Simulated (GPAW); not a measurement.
Runs of GPAW 26.7.0 on I. The structure is cubic, space group Im-3m (No. 229). Conventional cell: a = 4.179 Å, b = 4.179 Å, c = 4.179 Å, α = 90.00°, β = 90.00°, γ = 90.00°. I (site symmetry m-3m) has 8 I at 3.62 Å as nearest neighbours. The real solid is made of molecules; this cell is a model form.

```csv
task,level,potentials or basis,spin,smearing,k mesh for the DOS,dos width,gap on the mesh (eV),pressure (GPa)
single point,PBE,"GPAW PAW data sets (gpaw-data 1.2.1), pw",off,gaussian 0.02 eV,-,-,none,-0.1
single point,PBE,"GPAW PAW data sets (gpaw-data 1.2.1), pw",off,gaussian 0.05 eV,-,-,none,-0.1
density of states,r2SCAN,"GPAW PAW data sets (gpaw-data 1.2.1), pw","collinear, ferromagnetic start",fermi-dirac 0.02 eV,13 × 13 × 13,0 eV,none,(a)
single point,PBEsol,"PAW data sets generated in the run's folder for this functional, pw",off,gaussian 0.1 eV,-,-,none,-2.4
```

Alike in all rows: cell as given; k mesh 9 × 9 × 9; cutoff (eV) 600.

Question: Estimate the missing entries.

Answer: (a) 0.4.

Caveats: an odd number of electrons without spin polarisation forces a metal (some runs); a magnetic or distorted state may lie lower (some runs); the PAW data sets were made with another functional, which shifts forces and pressure a little (some runs).

A k mesh can miss the band edges, and the runs leave out spin-orbit coupling on I.

A gap of «none» marks a metal or a gap under the smearing width.
